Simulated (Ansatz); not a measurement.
# Si3N4 (P6_3/m): the host for defect calculations

Aim: the runs on the perfect crystal Si3N4 (P6_3/m) that a defect calculation needs first.

Program: Ansatz 0.2.0. Level of theory: plane-wave PAW DFT, PBEsol; relaxation of the host's cell and atoms; PAW set soft_1, in the first sound run; inputs show where later runs differ. Results are calculated unless marked as measured.

Report form: the programs' logs are mostly left out.

## Step 1: Set-up

The structure is hexagonal, space group P6_3/m (No. 176). The conventional cell has a = 7.605 Å, b = 7.605 Å, c = 2.905 Å, α = 90.00°, β = 90.00°, γ = 120.00°. Nearest to Si lie 4 N at 1.73 to 1.74 Å. Nearest to N lie 3 Si at 1.73 Å. Nearest to N lie 3 Si at 1.73 to 1.74 Å. Farther neighbours and most contacts between anions are not listed.

As a file:

```xyz
14
Lattice="7.6045 0.0000 0.0000 -3.8023 6.5857 0.0000 0.0000 0.0000 2.9052" Properties=species:S:1:pos:R:3 pbc="T T T"
Si   -1.3794    5.4329    2.1789
Si    2.2099    1.5218    0.7263
Si    4.0154    3.9110    0.7263
Si   -0.2131    2.6747    2.1789
Si    1.5924    5.0639    2.1789
Si    5.1817    1.1528    0.7263
N     0.0000    4.3905    2.1789
N     3.8023    2.1952    0.7263
N     4.8233    4.4115    2.1789
N    -1.4088    6.3828    0.7263
N     2.4298    4.6144    0.7263
N     1.3725    1.9714    2.1789
N    -1.0210    2.1743    0.7263
N     5.2111    0.2029    2.1789
```

## Step 2: Host cell relaxation

Lattice and positions are set free, within the symmetry that the program keeps.

Input file cell/input.yaml:

```yaml
crystal:
  lattice:
    - [7.6045444, 0.0, 0.0]
    - [-3.8022722, 6.5857287, 0.0]
    - [0.0, 0.0, 2.9051991]
  atoms:
    - { symbol: Si, position: [0.23108243, 0.82494615, 0.75] }
    - { symbol: Si, position: [0.40613628, 0.23108243, 0.25] }
    - { symbol: Si, position: [0.82494615, 0.59386372, 0.25] }
    - { symbol: Si, position: [0.17505385, 0.40613628, 0.75] }
    - { symbol: Si, position: [0.59386372, 0.76891757, 0.75] }
    - { symbol: Si, position: [0.76891757, 0.17505385, 0.25] }
    - { symbol: "N", position: [0.33333333, 0.66666667, 0.75] }
    - { symbol: "N", position: [0.66666667, 0.33333333, 0.25] }
    - { symbol: "N", position: [0.96919449, 0.6698534, 0.75] }
    - { symbol: "N", position: [0.29934109, 0.96919449, 0.25] }
    - { symbol: "N", position: [0.6698534, 0.70065891, 0.25] }
    - { symbol: "N", position: [0.3301466, 0.29934109, 0.75] }
    - { symbol: "N", position: [0.03080551, 0.3301466, 0.25] }
    - { symbol: "N", position: [0.70065891, 0.03080551, 0.75] }
basis:
  ecutwfc: 420
  xc_grid: 2
hamiltonian:
  xc: pbesol
  pseudopotentials: { kind: paw, azcp: { folder: soft_1 }, xc_functional: pbe }
kpoints:
  mp_grid: { grid: [4, 4, 10] }
scf:
  occupations: { method: fixed }
  max_iter: 100
relax:
  f_tol: 0.005
  max_steps: 60
  cell: {}
output:
  forces: true
  stress: true
checkpoint:
  write: "../cell.run"
  compress: false
  write_wavefunctions: false
  write_every: 100000
```

On the command line:

```console
> ansatz run input.yaml --threads 32 --pin off --max-ram 84787MiB --backend cpu --events-out ev --progress --plain --runs-dir out
```

It took 4.5 s on 32 threads of Arm Neoverse V2, shared host; peak memory 0.72 GiB; 61 s of CPU time.

Step by step:

```
step  energy less that of the first step (eV)  largest force component (eV/Å)  pressure (GPa)  volume (Å³)
   1                                   0.0000                          0.0515            1.94       145.50
   2                                  -0.0051                          0.0393            0.98       146.00
   3                                  -0.0065                          0.0127           -0.01       146.52
   4                                  -0.0065                          0.0060           -0.01       146.51
   5                                  -0.0066                          0.0025            0.00       146.51
  6*                                  -0.0084                          0.0025            0.02       146.51
```

Relaxation steps marked * repeat the geometry before them on a plane-wave basis chosen anew for their cell, so energy and pressure can jump there.

Forces are held to the 12 operations that the run works with; a distortion that breaks them can't arise in this run.

```
conventional cell, symmetrised  before  after  change
                         a (Å)   7.605  7.624  +0.3 %
                         b (Å)   7.605  7.624  +0.3 %
                         c (Å)   2.905  2.910  +0.2 %
              volume (Å³/atom)   10.39  10.47  +0.7 %
```

Final coordinates:

```xyz
14
Lattice="7.6245 0.0000 0.0000 -3.8122 6.6030 0.0000 0.0000 0.0000 2.9103" Properties=species:S:1:pos:R:3 pbc="T T T"
Si   -1.3768    5.4545    2.1827
Si    2.2124    1.5349    0.7276
Si    4.0353    3.9196    0.7276
Si   -0.2231    2.6834    2.1827
Si    1.5999    5.0681    2.1827
Si    5.1891    1.1485    0.7276
N     0.0000    4.4020    2.1827
N     3.8123    2.2010    0.7276
N     4.8445    4.4239    2.1827
N    -1.4090    6.4074    0.7276
N     2.4412    4.6195    0.7276
N     1.3710    1.9835    2.1827
N    -1.0322    2.1790    0.7276
N     5.2212    0.1956    2.1827
```

This step gave:

```
pressure : 0.02014 GPa
```

The relaxation ends with a largest force component of 0.0025 eV/Å and a pressure of 0.02 GPa.

## Step 3: Dielectric tensors of the host

The response to a uniform electric field gives the electronic dielectric tensor.

This step: plane-wave PAW DFPT, PBEsol; dielectric tensors, Born charges and zone-centre modes of the host; PAW set soft_1 (Ansatz 0.2.0).

Input file eps/input.yaml:

```yaml
crystal:
  lattice:
    - [7.6244572493, 0.0, 0.0]
    - [-3.8122286246, 6.6029736679, 0.0]
    - [0.0, 0.0, 2.9102557787]
  atoms:
    - { symbol: Si, position: [0.2324454812, 0.8260559097, 0.75] }
    - { symbol: Si, position: [0.4063895715, 0.2324454812, 0.25] }
    - { symbol: Si, position: [0.8260559097, 0.5936104285, 0.25] }
    - { symbol: Si, position: [0.1739440903, 0.4063895715, 0.75] }
    - { symbol: Si, position: [0.5936104285, 0.7675545188, 0.75] }
    - { symbol: Si, position: [0.7675545188, 0.1739440903, 0.25] }
    - { symbol: "N", position: [0.3333333333, 0.6666666667, 0.75] }
    - { symbol: "N", position: [0.6666666667, 0.3333333333, 0.25] }
    - { symbol: "N", position: [0.970384115, 0.6699911714, 0.75] }
    - { symbol: "N", position: [0.3003929436, 0.970384115, 0.25] }
    - { symbol: "N", position: [0.6699911714, 0.6996070564, 0.25] }
    - { symbol: "N", position: [0.3300088286, 0.3003929436, 0.75] }
    - { symbol: "N", position: [0.029615885, 0.3300088286, 0.25] }
    - { symbol: "N", position: [0.6996070564, 0.029615885, 0.75] }
basis:
  ecutwfc: 420
hamiltonian:
  xc: pbesol
  pseudopotentials: { kind: paw, azcp: { folder: soft_1 }, xc_functional: pbe }
kpoints:
  mp_grid: { grid: [4, 4, 8] }
scf:
  occupations: { method: fixed }
  max_iter: 100
phonons:
  method: dfpt
  dielectric: true
  rigid_motions: translations
```

Wall time 44 s (32 threads); peak memory 2.2 GiB; 13 min of CPU time.

Electronic dielectric tensor:

```
4.29 0.00 0.00
0.00 4.29 0.00
0.00 0.00 4.37
```

Static dielectric tensor:

```
8.29 0.00 0.00
0.00 8.29 0.00
0.00 0.00 8.24
```

The principal values of the electronic dielectric tensor are 4.29, 4.29 and 4.37. The principal values of the static dielectric tensor are 8.24, 8.29 and 8.29.

## Step 4: Defect free supercell relaxed in its symmetry

This cell, the one that will hold the defects, is built from the relaxed host. Its coarser k-points can move the atoms a little, so it is relaxed from the symmetric sites, as the reference for the test of stability.

This step: plane-wave PAW DFT, PBEsol; relaxation of the defect-free supercell in its symmetry; PAW set soft_1 (Ansatz 0.2.0).

System of this step: Si3N4 (P6_3/m). The cell holds 126 atoms: 54 Si and 72 N. Cell: a = 13.206 Å, b = 13.206 Å, c = 8.731 Å, α = 90.0°, β = 90.0°, γ = 120.0°.

Input file pristine.symmetric/input.yaml:

```yaml
crystal:
  lattice:
    - [11.4366858739, 6.6029736679, 0.0]
    - [-11.4366858739, 6.6029736679, 0.0]
    - [0.0, 0.0, 8.7307673361]
  atoms:
    - { symbol: Si, position: [0.0195004636, 0.8065554461, 0.25] }
    - { symbol: Si, position: [0.352833797, 0.4732221127, 0.25] }
    - { symbol: Si, position: [0.6861671303, 0.1398887794, 0.25] }
    - { symbol: Si, position: [0.2129450176, 0.0195004636, 0.0833333333] }
    - { symbol: Si, position: [0.5462783509, 0.6861671303, 0.0833333333] }
    - { symbol: Si, position: [0.8796116842, 0.352833797, 0.0833333333] }
    - { symbol: Si, position: [0.1398887794, 0.4537216491, 0.0833333333] }
    - { symbol: Si, position: [0.4732221127, 0.1203883158, 0.0833333333] }
    - { symbol: Si, position: [0.8065554461, 0.7870549824, 0.0833333333] }
    - { symbol: Si, position: [0.1934445539, 0.2129450176, 0.25] }
    - { symbol: Si, position: [0.5267778873, 0.8796116842, 0.25] }
    - { symbol: Si, position: [0.8601112206, 0.5462783509, 0.25] }
    - { symbol: Si, position: [0.1203883158, 0.647166203, 0.25] }
    - { symbol: Si, position: [0.4537216491, 0.3138328697, 0.25] }
    - { symbol: Si, position: [0.7870549824, 0.9804995364, 0.25] }
    - { symbol: Si, position: [0.3138328697, 0.8601112206, 0.0833333333] }
    - { symbol: Si, position: [0.647166203, 0.5267778873, 0.0833333333] }
    - { symbol: Si, position: [0.9804995364, 0.1934445539, 0.0833333333] }
    - { symbol: "N", position: [0.0, 0.6666666667, 0.25] }
    - { symbol: "N", position: [0.3333333333, 0.3333333334, 0.25] }
    - { symbol: "N", position: [0.6666666667, 0.0, 0.25] }
    - { symbol: "N", position: [0.0, 0.3333333333, 0.0833333333] }
    - { symbol: "N", position: [0.3333333333, 0.0, 0.0833333333] }
    - { symbol: "N", position: [0.6666666667, 0.6666666666, 0.0833333333] }
    - { symbol: "N", position: [0.2134584288, 0.4565327426, 0.25] }
    - { symbol: "N", position: [0.5467917622, 0.1231994092, 0.25] }
    - { symbol: "N", position: [0.8801250955, 0.7898660759, 0.25] }
    - { symbol: "N", position: [0.0902590195, 0.8801250955, 0.0833333333] }
    - { symbol: "N", position: [0.4235923528, 0.5467917622, 0.0833333333] }
    - { symbol: "N", position: [0.7569256862, 0.2134584288, 0.0833333333] }
    - { symbol: "N", position: [0.1231994092, 0.5764076472, 0.0833333333] }
    - { symbol: "N", position: [0.4565327426, 0.2430743138, 0.0833333333] }
    - { symbol: "N", position: [0.7898660759, 0.9097409805, 0.0833333333] }
    - { symbol: "N", position: [0.2101339241, 0.0902590195, 0.25] }
    - { symbol: "N", position: [0.5434672574, 0.7569256862, 0.25] }
    - { symbol: "N", position: [0.8768005908, 0.4235923528, 0.25] }
    - { symbol: "N", position: [0.1198749045, 0.2101339241, 0.0833333333] }
    - { symbol: "N", position: [0.4532082378, 0.8768005908, 0.0833333333] }
    - { symbol: "N", position: [0.7865415712, 0.5434672574, 0.0833333333] }
    - { symbol: "N", position: [0.2430743138, 0.7865415712, 0.25] }
    - { symbol: "N", position: [0.5764076472, 0.4532082378, 0.25] }
    - { symbol: "N", position: [0.9097409805, 0.1198749045, 0.25] }
    - { symbol: Si, position: [0.0195004636, 0.8065554461, 0.5833333333] }
    - { symbol: Si, position: [0.352833797, 0.4732221127, 0.5833333333] }
    - { symbol: Si, position: [0.6861671303, 0.1398887794, 0.5833333333] }
    - { symbol: Si, position: [0.2129450176, 0.0195004636, 0.4166666667] }
    - { symbol: Si, position: [0.5462783509, 0.6861671303, 0.4166666667] }
    - { symbol: Si, position: [0.8796116842, 0.352833797, 0.4166666667] }
    - { symbol: Si, position: [0.1398887794, 0.4537216491, 0.4166666667] }
    - { symbol: Si, position: [0.4732221127, 0.1203883158, 0.4166666667] }
    - { symbol: Si, position: [0.8065554461, 0.7870549824, 0.4166666667] }
    - { symbol: Si, position: [0.1934445539, 0.2129450176, 0.5833333333] }
    - { symbol: Si, position: [0.5267778873, 0.8796116842, 0.5833333333] }
    - { symbol: Si, position: [0.8601112206, 0.5462783509, 0.5833333333] }
    - { symbol: Si, position: [0.1203883158, 0.647166203, 0.5833333333] }
    - { symbol: Si, position: [0.4537216491, 0.3138328697, 0.5833333333] }
    - { symbol: Si, position: [0.7870549824, 0.9804995364, 0.5833333333] }
    - { symbol: Si, position: [0.3138328697, 0.8601112206, 0.4166666667] }
    - { symbol: Si, position: [0.647166203, 0.5267778873, 0.4166666667] }
    - { symbol: Si, position: [0.9804995364, 0.1934445539, 0.4166666667] }
    - { symbol: "N", position: [0.0, 0.6666666667, 0.5833333333] }
    - { symbol: "N", position: [0.3333333333, 0.3333333334, 0.5833333333] }
    - { symbol: "N", position: [0.6666666667, 0.0, 0.5833333333] }
    - { symbol: "N", position: [0.0, 0.3333333333, 0.4166666667] }
    - { symbol: "N", position: [0.3333333333, 0.0, 0.4166666667] }
    - { symbol: "N", position: [0.6666666667, 0.6666666666, 0.4166666667] }
    - { symbol: "N", position: [0.2134584288, 0.4565327426, 0.5833333333] }
    - { symbol: "N", position: [0.5467917622, 0.1231994092, 0.5833333333] }
    - { symbol: "N", position: [0.8801250955, 0.7898660759, 0.5833333333] }
    - { symbol: "N", position: [0.0902590195, 0.8801250955, 0.4166666667] }
    - { symbol: "N", position: [0.4235923528, 0.5467917622, 0.4166666667] }
    - { symbol: "N", position: [0.7569256862, 0.2134584288, 0.4166666667] }
    - { symbol: "N", position: [0.1231994092, 0.5764076472, 0.4166666667] }
    - { symbol: "N", position: [0.4565327426, 0.2430743138, 0.4166666667] }
    - { symbol: "N", position: [0.7898660759, 0.9097409805, 0.4166666667] }
    - { symbol: "N", position: [0.2101339241, 0.0902590195, 0.5833333333] }
    - { symbol: "N", position: [0.5434672574, 0.7569256862, 0.5833333333] }
    - { symbol: "N", position: [0.8768005908, 0.4235923528, 0.5833333333] }
    - { symbol: "N", position: [0.1198749045, 0.2101339241, 0.4166666667] }
    - { symbol: "N", position: [0.4532082378, 0.8768005908, 0.4166666667] }
    - { symbol: "N", position: [0.7865415712, 0.5434672574, 0.4166666667] }
    - { symbol: "N", position: [0.2430743138, 0.7865415712, 0.5833333333] }
    - { symbol: "N", position: [0.5764076472, 0.4532082378, 0.5833333333] }
    - { symbol: "N", position: [0.9097409805, 0.1198749045, 0.5833333333] }
    - { symbol: Si, position: [0.0195004636, 0.8065554461, 0.9166666667] }
    - { symbol: Si, position: [0.352833797, 0.4732221127, 0.9166666667] }
    - { symbol: Si, position: [0.6861671303, 0.1398887794, 0.9166666667] }
    - { symbol: Si, position: [0.2129450176, 0.0195004636, 0.75] }
    - { symbol: Si, position: [0.5462783509, 0.6861671303, 0.75] }
    - { symbol: Si, position: [0.8796116842, 0.352833797, 0.75] }
    - { symbol: Si, position: [0.1398887794, 0.4537216491, 0.75] }
    - { symbol: Si, position: [0.4732221127, 0.1203883158, 0.75] }
    - { symbol: Si, position: [0.8065554461, 0.7870549824, 0.75] }
    - { symbol: Si, position: [0.1934445539, 0.2129450176, 0.9166666667] }
    - { symbol: Si, position: [0.5267778873, 0.8796116842, 0.9166666667] }
    - { symbol: Si, position: [0.8601112206, 0.5462783509, 0.9166666667] }
    - { symbol: Si, position: [0.1203883158, 0.647166203, 0.9166666667] }
    - { symbol: Si, position: [0.4537216491, 0.3138328697, 0.9166666667] }
    - { symbol: Si, position: [0.7870549824, 0.9804995364, 0.9166666667] }
    - { symbol: Si, position: [0.3138328697, 0.8601112206, 0.75] }
    - { symbol: Si, position: [0.647166203, 0.5267778873, 0.75] }
    - { symbol: Si, position: [0.9804995364, 0.1934445539, 0.75] }
    - { symbol: "N", position: [0.0, 0.6666666667, 0.9166666667] }
    - { symbol: "N", position: [0.3333333333, 0.3333333334, 0.9166666667] }
    - { symbol: "N", position: [0.6666666667, 0.0, 0.9166666667] }
    - { symbol: "N", position: [0.0, 0.3333333333, 0.75] }
    - { symbol: "N", position: [0.3333333333, 0.0, 0.75] }
    - { symbol: "N", position: [0.6666666667, 0.6666666666, 0.75] }
    - { symbol: "N", position: [0.2134584288, 0.4565327426, 0.9166666667] }
    - { symbol: "N", position: [0.5467917622, 0.1231994092, 0.9166666667] }
    - { symbol: "N", position: [0.8801250955, 0.7898660759, 0.9166666667] }
    - { symbol: "N", position: [0.0902590195, 0.8801250955, 0.75] }
    - { symbol: "N", position: [0.4235923528, 0.5467917622, 0.75] }
    - { symbol: "N", position: [0.7569256862, 0.2134584288, 0.75] }
    - { symbol: "N", position: [0.1231994092, 0.5764076472, 0.75] }
    - { symbol: "N", position: [0.4565327426, 0.2430743138, 0.75] }
    - { symbol: "N", position: [0.7898660759, 0.9097409805, 0.75] }
    - { symbol: "N", position: [0.2101339241, 0.0902590195, 0.9166666667] }
    - { symbol: "N", position: [0.5434672574, 0.7569256862, 0.9166666667] }
    - { symbol: "N", position: [0.8768005908, 0.4235923528, 0.9166666667] }
    - { symbol: "N", position: [0.1198749045, 0.2101339241, 0.75] }
    - { symbol: "N", position: [0.4532082378, 0.8768005908, 0.75] }
    - { symbol: "N", position: [0.7865415712, 0.5434672574, 0.75] }
    - { symbol: "N", position: [0.2430743138, 0.7865415712, 0.9166666667] }
    - { symbol: "N", position: [0.5764076472, 0.4532082378, 0.9166666667] }
    - { symbol: "N", position: [0.9097409805, 0.1198749045, 0.9166666667] }
basis:
  ecutwfc: 420
  xc_grid: 2
hamiltonian:
  xc: pbesol
  pseudopotentials: { kind: paw, azcp: { folder: soft_1 }, xc_functional: pbe }
kpoints:
  mp_grid: { grid: [1, 1, 1] }
scf:
  occupations: { method: fermi_dirac, width: 0.01 }
  max_iter: 100
  lower_state_search: "off"
output:
  forces: true
relax:
  f_tol: 0.015
  max_steps: 60
  escape_saddle: false
checkpoint:
  write: "../pristine.symmetric.run"
  compress: false
  write_wavefunctions: false
  write_every: 100000
```

On the command line:

```console
> ansatz run input.yaml --threads 32 --pin off --max-ram 84787MiB --backend cuda --events-out ev --progress --plain --runs-dir out --max-vram 78GiB
```

The job ended after 3 s (1 × NVIDIA GB200 with 32 threads; peak memory 1.1 GiB).

The steps of the relaxation:

```csv
step,energy less that of the first step (eV),largest force component (eV/Å)
1,0.0000,0.0797
2,-0.0062,0.0463
3,-0.0085,0.0062
```

Forces are held to the 108 operations that the run works with; a distortion that breaks them can't arise in this run.

## Step 5: Defect free supercell relaxed from displaced atoms

This step: plane-wave PAW DFT, PBEsol; relaxation of the defect-free supercell from random displacements, a test of the host's stability; PAW set soft_1 (Ansatz 0.2.0).

pristine.rattled/input.yaml, as its differences from pristine.symmetric/input.yaml of step 4:

```diff
@@ -148,6 +148,6 @@
   f_tol: 0.015
-  max_steps: 60
-  escape_saddle: false
+  max_steps: 120
+  random_displacement: { amplitude: 0.06, seed: 1470 }
 checkpoint:
-  write: "../pristine.symmetric.run"
+  write: "../pristine.rattled.run"
   compress: false
```

Elapsed: 3.7 s, on 1 × NVIDIA GB200 with 32 threads; peak memory 1.2 GiB.

Step by step:

```
step  energy less that of the first step (eV)  largest force component (eV/Å)
   1                                   0.0000                          4.2101
   2                                  -4.5856                          2.4672
   3                                  -6.9684                          0.0534
   4                                  -6.9684                          0.0535
   5                                  -6.9711                          0.0021
```

The relaxation ends 55 meV an atom lower than the displaced start, with a largest force component of 0.0021 eV/Å.

## Step 6: Host on a dense mesh

This step: plane-wave PAW DFT, PBEsol; single point of the defect-free host, a test of the k-point sampling; PAW set soft_1 (Ansatz 0.2.0).

System of this step: Si3N4 (P6_3/m). It takes space group P6_3/m (No. 176, hexagonal). Conventional cell: a = 7.624 Å, b = 7.624 Å, c = 2.910 Å, α = 90.00°, β = 90.00°, γ = 120.00°. Nearest to Si lie 4 N at 1.73 to 1.74 Å. Nearest to N lie 3 Si at 1.73 Å. Nearest to N lie 3 Si at 1.74 Å. Farther neighbours and most contacts between anions are not listed.

dense/input.yaml, as its differences from eps/input.yaml of step 3:

```diff
@@ -22,2 +22,3 @@
   ecutwfc: 420
+  xc_grid: 2
 hamiltonian:
@@ -26,9 +27,11 @@
 kpoints:
-  mp_grid: { grid: [4, 4, 8] }
+  mp_grid: { grid: [4, 4, 9] }
 scf:
-  occupations: { method: fixed }
+  occupations: { method: fermi_dirac, width: 0.01 }
   max_iter: 100
-phonons:
-  method: dfpt
-  dielectric: true
-  rigid_motions: translations
+  lower_state_search: "off"
+checkpoint:
+  write: "../dense.run"
+  compress: false
+  write_wavefunctions: false
+  write_every: 100000
```

On the command line:

```console
> ansatz run input.yaml --threads 32 --pin off --max-ram 84787MiB --backend cpu --events-out ev --progress --plain --runs-dir out
```

Run time: 0.7 s. Hardware: 32 threads; peak memory 0.39 GiB.

## Step 7: Defect free supercell at the zone centre

The supercell is run at the zone centre, to see how far that sampling misses the dense mesh.

System of this step: Si3N4 (P6_3/m). The cell holds 126 atoms: 54 Si and 72 N. Cell: a = 13.206 Å, b = 13.206 Å, c = 8.731 Å, α = 90.0°, β = 90.0°, γ = 120.0°.

pristine.sampling_gamma/input.yaml, as its differences from pristine.rattled/input.yaml of step 5:

```diff
@@ -144,10 +144,4 @@
   lower_state_search: "off"
-output:
-  forces: true
-relax:
-  f_tol: 0.015
-  max_steps: 120
-  random_displacement: { amplitude: 0.06, seed: 1470 }
 checkpoint:
-  write: "../pristine.rattled.run"
+  write: "../pristine.sampling_gamma.run"
   compress: false
```

On the command line:

```console
> ansatz run input.yaml --threads 32 --pin off --max-ram 84787MiB --backend cuda --events-out ev --progress --plain --runs-dir out --max-vram 78GiB
```

Run time: 1.2 s. Hardware: 1 × NVIDIA GB200 with 32 threads; peak memory 1 GiB; 3 s of CPU time.

(Continued in part 2 of 2.)

[Logs are printed without paths, hosts, clocks, repeated set-up lines and the standing remarks that a program may print on its own settings, such as how far it seeks lower states.]

[Hosts, paths, dates, database ids (printed as entryN), source tags and the programs' standing remarks are cut or masked in the printed files.]

[Runs of the host that timed out are not shown.]

[For some hosts the program warned that the k-mesh of the response run may be too coarse for force constants and the static dielectric constant; such warnings are not always shown.]
